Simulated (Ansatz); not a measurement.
# Nudged elastic band run: CH₃N₂O, charge -1

Input file:

```yaml
crystal:
  periodic: [false, false, false]
  atoms:
    - { symbol: "N", position_ang: [-0.850878, 1.017073, -0.320854] }
    - { symbol: C, position_ang: [-0.233777, -0.157525, -0.298115] }
    - { symbol: "N", position_ang: [1.080155, -0.089844, 0.346688] }
    - { symbol: O, position_ang: [-0.560522, -1.295212, -0.741001] }
    - { symbol: H, position_ang: [-1.714946, 0.829761, -0.845885] }
    - { symbol: H, position_ang: [1.062847, 0.669522, 1.025951] }
    - { symbol: H, position_ang: [1.21712, -0.973786, 0.833206] }
total_charge: -1
basis:
  gaussian: { orbitals: "6-31G*" }
hamiltonian:
  xc: r2scan
  dispersion: d4
neb:
  order_check: false
  images: 7
  f_tol: 0.2
  max_iterations: 60
  final_atoms:
    - { symbol: "N", position_ang: [-0.8623552, 1.0129817, -0.30509988] }
    - { symbol: C, position_ang: [-0.31848868, -0.19042485, -0.1740918] }
    - { symbol: "N", position_ang: [0.75122323, -0.21863582, 0.82732207] }
    - { symbol: O, position_ang: [-0.5655026, -1.29688741, -0.73228034] }
    - { symbol: H, position_ang: [-1.61989171, 0.86659111, -0.98499934] }
    - { symbol: H, position_ang: [1.16764543, 0.71052781, 0.87354594] }
    - { symbol: H, position_ang: [1.44736853, -0.88416354, 0.49559335] }
  initial_path:
    images:
      - { positions_ang: [[-0.850878, 1.017073, -0.320854], [-0.233777, -0.157525, -0.298115], [1.080155, -0.089844, 0.346688], [-0.560522, -1.295212, -0.741001], [-1.714946, 0.829761, -0.845885], [1.062847, 0.669522, 1.025951], [1.21712, -0.973786, 0.833206]] }
      - { positions_ang: [[-0.85913323, 1.00316059, -0.31141748], [-0.24467018, -0.16527367, -0.28233297], [1.03973115, -0.10234588, 0.40797965], [-0.55661482, -1.29219808, -0.74875414], [-1.70665522, 0.84756951, -0.86525811], [1.0789246, 0.70254088, 0.99505169], [1.24841672, -0.99346435, 0.80472137]] }
      - { positions_ang: [[-0.86738847, 0.98924817, -0.30198096], [-0.25556337, -0.17302233, -0.26655093], [0.99930729, -0.11484776, 0.4692713], [-0.55270765, -1.28918416, -0.75650729], [-1.69836445, 0.86537802, -0.88463122], [1.09500221, 0.73555977, 0.96415237], [1.27971343, -1.0131427, 0.77623673]] }
      - { positions_ang: [[-0.8756437, 0.97533576, -0.29254444], [-0.26645655, -0.180771, -0.2507689], [0.95888344, -0.12734965, 0.53056294], [-0.54880047, -1.28617024, -0.76426043], [-1.69007367, 0.88318653, -0.90400433], [1.11107981, 0.76857865, 0.93325306], [1.31101015, -1.03282106, 0.7477521]] }
      - { positions_ang: [[-0.88389894, 0.96142335, -0.28310792], [-0.27734974, -0.18851967, -0.23498687], [0.91845959, -0.13985153, 0.59185459], [-0.54489329, -1.28315633, -0.77201358], [-1.68178289, 0.90099504, -0.92337744], [1.12715741, 0.80159754, 0.90235375], [1.34230687, -1.05249941, 0.71926747]] }
      - { positions_ang: [[-0.878513, 0.97431294, -0.28860591], [-0.28763447, -0.18899596, -0.2197631], [0.8766505, -0.1595476, 0.65072146], [-0.55004562, -1.2865891, -0.76208027], [-1.6663101, 0.89239406, -0.93878291], [1.13727942, 0.7788301, 0.8951518], [1.36857228, -1.01041544, 0.66334894]] }
      - { positions_ang: [[-0.87312707, 0.98720252, -0.2941039], [-0.29791921, -0.18947226, -0.20453933], [0.83484141, -0.17924367, 0.70958833], [-0.55519795, -1.29002187, -0.75214696], [-1.6508373, 0.88379308, -0.95418839], [1.14740142, 0.75606267, 0.88794984], [1.3948377, -0.96833147, 0.60743041]] }
      - { positions_ang: [[-0.86774114, 1.00009211, -0.29960189], [-0.30820394, -0.18994855, -0.18931557], [0.79303232, -0.19893975, 0.7684552], [-0.56035027, -1.29345464, -0.74221365], [-1.63536451, 0.8751921, -0.96959386], [1.15752342, 0.73329524, 0.88074789], [1.42110312, -0.92624751, 0.55151188]] }
      - { positions_ang: [[-0.8623552, 1.0129817, -0.30509988], [-0.31848868, -0.19042485, -0.1740918], [0.75122323, -0.21863582, 0.82732207], [-0.5655026, -1.29688741, -0.73228034], [-1.61989171, 0.86659111, -0.98499934], [1.16764543, 0.71052781, 0.87354594], [1.44736853, -0.88416354, 0.49559335]] }
```

Launched with:

```bash
$ ansatz run input.yaml --threads 1 --pin off --max-ram 2048MiB --backend cpu --events-out ev --progress --plain --runs-dir out
```

Output, in part (warnings, iteration lines, the closing report on the highest movable image, with atoms numbered from 0):

```
NEB end point (image 0): max|allowed force component| = 9.697e-3 eV/Å (the criterion of neb.relax_end_points is 4.000e-2)
NEB end point (image 8): max|allowed force component| = 1.035e-2 eV/Å (the criterion of neb.relax_end_points is 4.000e-2)
NEB iter   1: max|band force component| = 2.237e0 eV/Å  barrier→ = 0.3831 eV  barrier← = 0.3831 eV  Δτ_max = 0.0513 Å  (248 SCF iters)
NEB iter   2: max|band force component| = 1.219e0 eV/Å  barrier→ = 0.2580 eV  barrier← = 0.2580 eV  Δτ_max = 0.0801 Å  (219 SCF iters)
NEB iter   3: max|band force component| = 6.936e-1 eV/Å  barrier→ = 0.1893 eV  barrier← = 0.1893 eV  Δτ_max = 0.0644 Å  (212 SCF iters)
NEB iter   4: max|band force component| = 7.298e-1 eV/Å  barrier→ = 0.1948 eV  barrier← = 0.1948 eV  Δτ_max = 0.0325 Å  (213 SCF iters)
NEB iter   5: max|band force component| = 8.367e-2 eV/Å  barrier→ = 0.1827 eV  barrier← = 0.1827 eV  CI = image 4  Δτ_max = 0.0000 Å  (560 SCF iters)
Total energy: -6109.62398714 eV, -224.5245402754 hartree
Atom 0 at    -0.880397     1.027758    -0.343032 Å, force     0.002088    -0.036085     0.014541 eV/Å
Atom 1 at    -0.291743    -0.162270    -0.244784 Å, force    -0.066485    -0.042505    -0.041974 eV/Å
Atom 2 at     0.879401    -0.137788     0.567546 Å, force    -0.004828     0.015037     0.002747 eV/Å
Atom 3 at    -0.583622    -1.295284    -0.735612 Å, force     0.015321     0.064358     0.017213 eV/Å
Atom 4 at    -1.697753     0.841506    -0.937043 Å, force     0.008284     0.002801    -0.010998 eV/Å
Atom 5 at     1.178102     0.717047     1.007397 Å, force     0.029471     0.019218     0.007929 eV/Å
Atom 6 at     1.396010    -0.990981     0.685518 Å, force     0.016149    -0.022824     0.010543 eV/Å
Dipole moment:     0.501866    -0.084450     0.325771 e Å
```

It converged. The threshold of 0.2 eV/Å is loose, so the images may lie well off the minimum-energy path. Another band between the same ends (7 images) ends at a top of the same energy, where a vibrational analysis finds 1 clearly imaginary mode. Limits of this set-up: an anion without diffuse functions, the dipole of an ion depends on the origin.

Final band (atoms are numbered from 1 in the order of the input):

```
image  path coordinate (Å)  energy (eV)  height of N3 over the plane of its neighbours (Å)
    0                 0.00        0.000                                               0.40
    1                 0.11        0.016                                               0.34
    2                 0.23        0.076                                               0.24
    3                 0.34        0.150                                               0.12
    4                 0.46        0.183                                               0.00
    5                 0.57        0.149                                              -0.13
    6                 0.68        0.076                                              -0.24
    7                 0.79        0.017                                              -0.34
    8                 0.91        0.000                                              -0.40
```

The run took 2 min on 1 thread of Arm Neoverse V1 (shared host), peak memory 0.12 GiB.
